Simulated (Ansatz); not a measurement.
# TaN: straining the crystal, biaxial strain in the a-b plane

Aim: apply biaxial strain in the a-b plane to TaN from -3 to +3 %, where the length and tilt of c and the atoms relax, and follow energy, stress and any gap.

Program: Ansatz 0.2.0. Level of theory: DFT PBEsol, scalar-relativistic, plane waves, PAW. These are calculated values, not measurements.

3 further runs of the same task are left out: 3 set aside as unsound or not needed.

**1. The structure to begin with**

The structure is hexagonal, space group P-62m (No. 189). Conventional cell: a = 5.179 Å, b = 5.179 Å, c = 2.896 Å, α = 90.00°, β = 90.00°, γ = 120.00°. Around Ta (site symmetry -6) lie 6 N at 2.15 Å. Around Ta (site symmetry -62m) lie 3 N at 2.04 Å. N (site symmetry m2m) has 5 Ta at 2.04 to 2.15 Å as nearest neighbours.

Structure file:

```
Ta N
1.0
     5.17892    0.00000    0.00000
    -2.58946    4.48508    0.00000
     0.00000    0.00000    2.89600
Ta N
3 3
Direct
  0.33333 0.66667 0.50000
  0.66667 0.33333 0.50000
  0.00000 0.00000 0.00000
  0.39337 0.00000 0.00000
  0.60663 0.60663 0.00000
  0.00000 0.39337 0.00000
```

It is the result of an earlier relaxation at this level (volume 11.21 Å³/atom; gap on the mesh: none (metal)).

**2. Reference cell for the strains**

Input file input.yaml:

```yaml
crystal:
  lattice:
    - [5.1789208688, 0.0, 0.0]
    - [-2.5894604344, 4.4850770366, 0.0]
    - [0.0, 0.0, 2.895997279]
  atoms:
    - { symbol: Ta, position: [0.3333333333, 0.6666666667, 0.5] }
    - { symbol: Ta, position: [0.6666666667, 0.3333333333, 0.5] }
    - { symbol: Ta, position: [0.0, 0.0, 0.0] }
    - { symbol: "N", position: [0.3933709397, 0.0, 0.0] }
    - { symbol: "N", position: [0.6066290603, 0.6066290603, 0.0] }
    - { symbol: "N", position: [0.0, 0.3933709397, 0.0] }
basis:
  ecutwfc: 420
kpoints:
  mp_grid: { grid: [12, 12, 12] }
hamiltonian:
  xc: pbesol
scf:
  occupations: { method: gaussian, width: 0.1 }
output:
  forces: true
  stress: true
  eigenvalues: true
```

Launch:

```sh
$ ansatz run input.yaml --threads 1 --pin off --max-ram 2560MiB --backend cpu --events-out ev --progress --plain --runs-dir out
```

The session goes on with these runs: the cell strained by -1.0 %; strain +1.0 %; At -2.0 %; At +2.0 %; At -3.0 %; the cell strained by +3.0 %.

Q: Predict the outcome of this session. Wanted: (1/V) d²E/dε² at zero strain, cubic fit; strain of the free axis c per applied strain.

As calculated:

| quantity | value |
| --- | --- |
| largest energy cost | 45.4 meV/atom at -3.0 % |
| (1/V) d²E/dε² at zero strain, cubic fit | 1378 GPa |
| strain of the free axis c per applied strain | -0.52 |

What this shows: From the curvature follows twice the biaxial modulus: 1378 GPa. Compression by 3 % costs 45.4 meV/atom and stretching 41.3. The free axis c moves against the applied strain (factor -0.52). Spin-orbit coupling is left out for Ta.
